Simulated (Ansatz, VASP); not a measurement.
# Two plane-wave programs on PbSe

INCAR

```
ALGO = Normal
EDIFF = 1E-6
ENCUT = 520
GGA = PS
ISIF = 2
ISMEAR = 0
LASPH = T
LCHARG = F
LREAL = F
LWAVE = F
NBANDS = 17
NELM = 60
PREC = Accurate
SIGMA = 0.01
```

KPOINTS

```
k-points
0
Gamma
  8 8 8
```

File POSCAR:

```
PbSe
1.0
    0.0000000000      3.0512470458      3.0512470458
    3.0512470458      0.0000000000      3.0512470458
    3.0512470458      3.0512470458      0.0000000000
Pb Se
1 1
Direct
    0.0000000000      0.0000000000      0.0000000000
    0.5000000000      0.5000000000      0.5000000000
```

Input for Ansatz:

```yaml
crystal:
  lattice:
    - [0.0, 3.0512470458, 3.0512470458]
    - [3.0512470458, 0.0, 3.0512470458]
    - [3.0512470458, 3.0512470458, 0.0]
  atoms:
    - { symbol: Pb, position: [0.0, 0.0, 0.0] }
    - { symbol: Se, position: [0.5, 0.5, 0.5] }
basis:
  ecutwfc: 600.0
kpoints:
  mp_grid: { grid: [8, 8, 8] }
  band_path:
    path:
      - [0.0, 0.0, 0.0]
      - [0.0, 0.0, 0.0]
      - [0.0, 0.0, 0.0]
      - [0.0, 0.0, 0.0]
      - [0.0, 0.0, 0.0]
      - [0.0, 0.0, 0.0]
      - [0.0, 0.0, 0.0]
      - [0.0, 0.0, 0.0]
      - [0.0, 0.0, 0.0]
      - [0.0, 0.0, 0.0]
      - [0.0, 0.0, 0.0]
      - [0.0, 0.0, 0.0]
      - [0.0, 0.0, 0.0]
      - [0.0, 0.0, 0.0]
      - [0.0, 0.0, 0.0]
      - [0.0, 0.0, 0.0]
      - [0.0, 0.0, 0.0]
      - [0.0, 0.0, 0.0]
      - [0.0, 0.0, 0.0]
      - [0.0, 0.0, 0.0]
      - [0.0, 0.0, 0.0]
      - [0.0, 0.0, 0.0]
      - [0.0, 0.0, 0.0]
      - [0.0, 0.0, 0.0]
      - [0.0, 0.0, 0.0]
      - [0.0, 0.0, 0.0]
      - [0.3, 0.3, 0.0]
      - [0.3166666667, 0.3166666667, 0.0]
      - [0.3333333333, 0.3333333333, 0.0]
      - [0.35, 0.35, 0.0]
      - [0.3666666667, 0.3666666667, 0.0]
      - [0.3833333333, 0.3833333333, 0.0]
      - [0.4, 0.4, 0.0]
      - [0.4166666667, 0.4166666667, 0.0]
      - [0.4333333333, 0.4333333333, 0.0]
      - [0.45, 0.45, 0.0]
      - [0.4666666667, 0.4666666667, 0.0]
      - [0.4833333333, 0.4833333333, 0.0]
      - [0.5, 0.5, 0.0]
      - [0.5, 0.5, 0.5]
      - [0.5, 0.5, 0.5]
      - [0.5, 0.5, 0.5]
      - [0.5, 0.5, 0.5]
      - [0.5, 0.5, 0.5]
      - [0.5, 0.5, 0.5]
      - [0.5, 0.5, 0.5]
      - [0.5, 0.5, 0.5]
      - [0.5, 0.5, 0.5]
      - [0.5, 0.5, 0.5]
      - [0.5, 0.5, 0.5]
      - [0.5, 0.5, 0.5]
      - [0.5, 0.5, 0.5]
      - [0.5, 0.5, 0.5]
      - [0.5, 0.5, 0.5]
      - [0.5, 0.5, 0.5]
      - [0.5, 0.5, 0.5]
      - [0.5, 0.5, 0.5]
      - [0.5, 0.5, 0.5]
      - [0.5, 0.5, 0.5]
      - [0.5, 0.5, 0.5]
      - [0.5, 0.5, 0.5]
      - [0.5, 0.5, 0.5]
      - [0.5, 0.5, 0.5]
      - [0.5, 0.5, 0.5]
      - [0.5, 0.5, 0.5]
    npoints: 1
hamiltonian:
  xc: pbesol
  pseudopotentials: { kind: paw, azcp: { folder: soft_1 } }
scf:
  occupations: { method: gaussian, width: 0.01 }
  n_extra_bands: 5
output:
  eigenvalues: true
```

Alike in both runs: task single point; functional PBEsol; k mesh 8 × 8 × 8; occupations gaussian, width 0.01 eV; no spin polarisation.

|  | VASP | Ansatz |
| --- | --- | --- |
| version | VASP 6.6.1 | Ansatz 0.2.0 |
| potentials or method | VASP PAW PBE potentials, release 64 (Pb_d, Se) | scalar-relativistic, plane waves, PAW |
| plane-wave cutoff (eV) | 520 | 600 |
| valence electrons in the cell | 20 | 30 |

|  | VASP | Ansatz | Ansatz less VASP |
| --- | --- | --- | --- |
| gap on the k mesh at the Fermi level (eV) | 0.17 | 0.18 | +0.004 |
| least direct gap on the mesh (eV) | 0.17 | 0.18 | +0.004 |

The two sets of potentials don't hold the same shells in valence. Ansatz warned: «pseudo_functional_mismatch».

Caveats: spin-orbit coupling is left out, which as a rule narrows the gap of such compounds by several tenths of an eV.
